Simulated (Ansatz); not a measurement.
HfO2:

```
Hf O
1.0
     5.08032    0.00000    0.00000
     0.00000    5.16487    0.00000
     0.00000    0.00000    4.89088
Hf O
4 8
Cartesian
  1.1308 4.0379 1.3307
  3.6710 3.7094 3.5602
  3.9495 1.1270 1.3307
  1.4093 1.4555 3.5602
  0.9491 0.8452 0.5113
  3.4892 1.7372 4.3796
  4.1312 4.3196 0.5113
  1.5911 3.4277 4.3796
  0.0000 2.5824 2.3919
  2.5402 0.0000 2.4990
  0.0000 0.0000 2.8153
  2.5402 2.5824 2.0756
```

The cell comes from a database or a generator and needn't be the stable form of this composition.

```yaml
Program: Ansatz 0.2.0
Task: relaxation of cell and atoms
Functional: PBEsol
Potentials_or_basis: Ansatz PAW
Cutoff: "420 eV (not typed: the program's choice for these potentials)"
k_mesh: 5 × 5 × 6
Occupations: fermi-dirac, width 0.05 eV
Spin: no spin polarisation
Hubbard_terms: Hf d U = 3.5 eV
```

At the start: volume 10.69 Å³/atom.

Task: How do energy, volume and symmetry change on relaxing?

Result: It ends after 9 steps and the volume is 10.97 Å³/atom (+2.6 %); space group P-42_1m (No. 113, to 0.05 Å).

Step by step:
| step | energy change (eV) | largest force (eV/Å) | volume (Å³) |
| --- | --- | --- | --- |
| 1 | 0.0000 | 0.3577 | 128.33 |
| 2 | -0.0469 | 0.1800 | 132.28 |
| 3 | -0.0553 | 0.1465 | 131.64 |
| 4 | -0.0584 | 0.0595 | 131.50 |
| 5 | -0.0628 | 0.0104 | 131.52 |
| 6 | -0.0637 | 0.0044 | 131.52 |
| 7 | -0.0843 | 0.0052 | 131.52 |
| 8 | -0.0839 | 0.0014 | 131.68 |
| 9 | -0.0851 | 0.0014 | 131.68 |

Final structure:
```
CELL_PARAMETERS angstrom
5.16081 0.00000 0.00000
0.00000 5.16939 0.00000
0.00000 0.00000 4.93570
ATOMIC_POSITIONS crystal
Hf 0.21903 0.78127 0.27176
Hf 0.71903 0.71873 0.72824
Hf 0.78097 0.21873 0.27176
Hf 0.28097 0.28127 0.72824
O 0.17536 0.17360 0.10675
O 0.67536 0.32640 0.89325
O 0.82464 0.82640 0.10675
O 0.32464 0.67360 0.89325
O 0.00000 0.50000 0.49918
O 0.50000 0.00000 0.50082
O 0.00000 0.00000 0.57507
O 0.50000 0.50000 0.42493
```

Caveat: the plane-wave basis is chosen anew once the cell has moved, so the energies of steps on either side of that aren't comparable; the pressure holds a Pulay correction of +0.9 GPa for the finite cutoff; the PAW data sets come from PBE, with cores solved anew for the run's functional, which leaves a small shift of forces and pressure.
